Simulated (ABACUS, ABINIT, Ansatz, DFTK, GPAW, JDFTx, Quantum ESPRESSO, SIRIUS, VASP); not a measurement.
## One calculation of ZrC, 9 ways

```xyz
2
Lattice="0.0000 2.3650 2.3650 2.3650 0.0000 2.3650 2.3650 2.3650 0.0000" Properties=species:S:1:pos:R:3 pbc="T T T"
Zr    2.3650    2.3650    2.3650
C     0.0000    0.0000    0.0000
```

Alike in all runs: task single point; functional PBEsol; k mesh 10 × 10 × 10; occupations fermi-dirac, width 0.05 eV; no spin polarisation; no spin-orbit coupling. Pressure is positive in compression and, in plane waves, holds the error of the finite cutoff.

```
                                        program and potentials  plane-wave cutoff (eV)                    notes  band gap (eV)  pressure (GPa)
            DFTK, PseudoDojo SR PBEsol 0.4.1 standard (PBEsol)                    1116                        -         no gap           -8.30
JDFTx, PseudoDojo-SR-PBEsol-0.4.1-standard with smoothed tails                    1116                        -         no gap           -8.30
   ABACUS, PseudoDojo NC SR 0.4.1 PBEsol standard, plane waves                    1116                        -         no gap           -8.29
SIRIUS, PseudoDojo 0.4.1 PBEsol standard (scalar relativistic)                    1127                        -         no gap           -8.29
                             Quantum ESPRESSO, GBRV 1.5 PBEsol                     612                        -         no gap           -8.61
                Ansatz, all-electron LAPW, scalar-relativistic                       -                        -         no gap           -8.44
                          VASP, PBE PAW files C, Zr_sv, 520 eV                     520  potentials made for PBE         no gap           -8.16
               ABINIT, PseudoDojo NC SR PBEsol v0.4.1 standard                    1116                        -         no gap           -8.30
             GPAW, PAW data sets generated for this functional                     800                        -         no gap           -9.31
```

None finds a gap. The pressure spans -9.31 (GPAW, PAW data sets generated for this functional) to -8.16 GPa (VASP, PBE PAW files C, Zr_sv, 520 eV), with all-electron results at -8.44.

Differences between rows come from potentials, basis sets and numerical settings, since the functional is the same but for its coding. Runs on potential files found faulty are left out.
